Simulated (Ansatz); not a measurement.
## SnO at several levels of theory

Method: Ansatz, DFT PBE, plane waves, PAW. The atoms stay where they are, in a cell that isn't relaxed at these levels; pressure is positive in compression. “Off” is scalar-relativistic.

```yaml
crystal:
  lattice:
    - [2.73691, -2.73780, 0.00000]
    - [2.73691, 2.73780, 0.00000]
    - [0.00000, 0.00000, 10.22196]
  atoms:
    - { symbol: Sn, position: [0.73655, 0.26345, 0.86386] }
    - { symbol: Sn, position: [0.26345, 0.73655, 0.13614] }
    - { symbol: Sn, position: [0.76345, 0.23655, 0.36386] }
    - { symbol: Sn, position: [0.23655, 0.76345, 0.63614] }
    - { symbol: O, position: [0.26194, 0.23806, 0.25000] }
    - { symbol: O, position: [0.73806, 0.76194, 0.75000] }
    - { symbol: O, position: [0.23806, 0.26194, 0.75000] }
    - { symbol: O, position: [0.76194, 0.73806, 0.25000] }
```

The plane-wave cutoff is 420 eV. The Γ-centred k-mesh is 10×10×4 and the occupation rule is Gaussian smearing, 0.02 eV.

```tsv
spin–orbit coupling	gap on mesh (eV)	P (GPa)	largest force (eV/Å)
off	0.53	-0.4	0.096
on	0.53	-0.4	0.094
```

This form isn't the usual stable structure of the compound.